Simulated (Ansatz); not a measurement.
Set up this calculation in Ansatz 0.2.0, as the native input.

```yaml
Task: band structure
Functional: LDA
Potentials_or_basis: all-electron LAPW, scalar-relativistic
Cutoff: 285 eV (chosen from the basis error)
Basis_error_allowed: 0.002 eV/atom
k_mesh: 10 × 10 × 8
Occupations: fermi-dirac, width 0.05 eV
Spin: no spin polarisation
```

The system is TiB2.

```
CELL_PARAMETERS angstrom
3.02920 0.00000 0.00000
-1.51460 2.62336 0.00000
0.00000 0.00000 3.22840
ATOMIC_POSITIONS crystal
Ti 0.00000 0.00000 0.00000
B 0.66667 0.33333 0.50000
B 0.33333 0.66667 0.50000
```

One way to write it, as run:

input.yaml

```yaml
crystal:
  lattice:
    - [3.0292, 0.0, 0.0]
    - [-1.5146, 2.6233641531, 0.0]
    - [0.0, 0.0, 3.2284]
  atoms:
    - { symbol: Ti, position: [0.0, 0.0, 0.0] }
    - { symbol: B, position: [0.6666666667, 0.3333333333, 0.5] }
    - { symbol: B, position: [0.3333333333, 0.6666666667, 0.5] }
kpoints:
  mp_grid: { grid: [10, 10, 8] }
  band_path:
    path:
      - [0.0, 0.0, 0.0]
      - [0.5, 0.0, 0.0]
      - [0.3333333333, 0.3333333333, 0.0]
      - [0.0, 0.0, 0.0]
      - [0.0, 0.0, 0.5]
      - [0.5, 0.0, 0.5]
      - [0.3333333333, 0.3333333333, 0.5]
      - [0.0, 0.0, 0.5]
    npoints: 8
scf:
  occupations: { method: fermi_dirac, width: 0.05 }
hamiltonian:
  xc: lda
  pseudopotentials: { kind: all_electron, lapw: { basis_error: 0.002 } }
output:
  forces: true
  stress: true
  eigenvalues: true
```

Potentials or basis: all-electron LAPW, scalar-relativistic.

Run with:

```console
$ ansatz run input.yaml --threads 2 --pin off --max-ram 8192MiB --backend cpu --events-out ev --progress --plain --runs-dir out
```

It gave:

```json
{
 "Pressure": "-11.2 GPa",
 "Band gap along the path": "none (metal or under the smearing width)"
}
```

It took 5.6 s on 2 threads of Arm Neoverse V1, on a shared host, peak memory 0.28 GiB.
